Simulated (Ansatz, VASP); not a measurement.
Given: the input of a run of VASP 6.6.1 on WS2.

INCAR

```
SYSTEM = WS2
PREC     = Accurate       ! precision mode
ENCUT    = 520            ! plane-wave cutoff, eV
EDIFF    = 1E-7           ! SCF threshold, eV
ISMEAR   = -1             ! smearing method
SIGMA    = 0.05           ! smearing width, eV
LREAL    = .FALSE.        ! projectors in reciprocal space
LASPH    = .TRUE.         ! aspherical terms in the spheres
NELM     = 60             ! most SCF steps
ALGO     = Normal         ! electronic algorithm
ISIF     = 2              ! what is computed and relaxed
LWAVE    = .FALSE.        ! write WAVECAR
LCHARG   = .FALSE.        ! write CHGCAR
NBANDS   = 20             ! bands
```

Contents of KPOINTS:

```
Automatic mesh
0
G
  10 10 2
  0 0 0
```

Contents of POSCAR:

```
WS2
1.0
    3.2045998594      0.0000000000      0.0000000000
   -1.6022999297      2.7752648871      0.0000000000
    0.0000000000      0.0000000000     17.0628366442
W S
1 2
Direct
    0.0000000000      0.0000000000      0.0000000000
    0.3333333333      0.6666666667      0.0920005100
    0.3333333333      0.6666666667      0.9079994900
```

Potentials or basis: VASP PAW LDA potentials, release 64 (W_sv, S).

Launch:

```bash
$ cat potpaw_LDA.64/W_sv/POTCAR potpaw_LDA.64/S/POTCAR > POTCAR
$ mpirun -np 1 vasp_std > vasp.out
```

Question: Translate it to Ansatz 0.2.0. Potentials there: all-electron LAPW, scalar-relativistic.

Answer: As run (the cutoff follows the program's own potentials):

input.yaml

```yaml
crystal:
  lattice:
    - [3.2045998594, 0.0, 0.0]
    - [-1.6022999297, 2.7752648871, 0.0]
    - [0.0, 0.0, 17.0628366442]
  atoms:
    - { symbol: W, position: [0.0, 0.0, 0.0] }
    - { symbol: S, position: [0.3333333333, 0.6666666667, 0.09200051] }
    - { symbol: S, position: [0.3333333333, 0.6666666667, 0.90799949] }
kpoints:
  mp_grid: { grid: [10, 10, 2] }
scf:
  occupations: { method: fermi_dirac, width: 0.05 }
hamiltonian:
  xc: lda
  pseudopotentials: { kind: all_electron, lapw: { basis_error: 0.002 } }
output:
  forces: true
  stress: true
  eigenvalues: true
```

Potentials or basis: all-electron LAPW, scalar-relativistic.

Run with:

```bash
$ ansatz run input.yaml --threads 2 --pin off --max-ram 8192MiB --backend cpu --events-out ev --progress --plain --runs-dir out
```

Both were run:

|  | VASP | Ansatz | Ansatz less VASP |
| --- | --- | --- | --- |
| gap on the k mesh at the Fermi level (eV) | 1.93 | 1.92 | -0.010 |
| least direct gap on the mesh (eV) | 2.09 | 2.08 | -0.009 |
| rms of the force components (eV/Å) | 0.328 | 0.347 | +0.0195 |

Atom by atom the forces differ by 0.019 eV/Å (rms over components). Ansatz ran all-electron here, so the differences hold the error of VASP's frozen core and of both bases.

Caveats: spin-orbit coupling is left out, which moves the levels of the heavy elements.
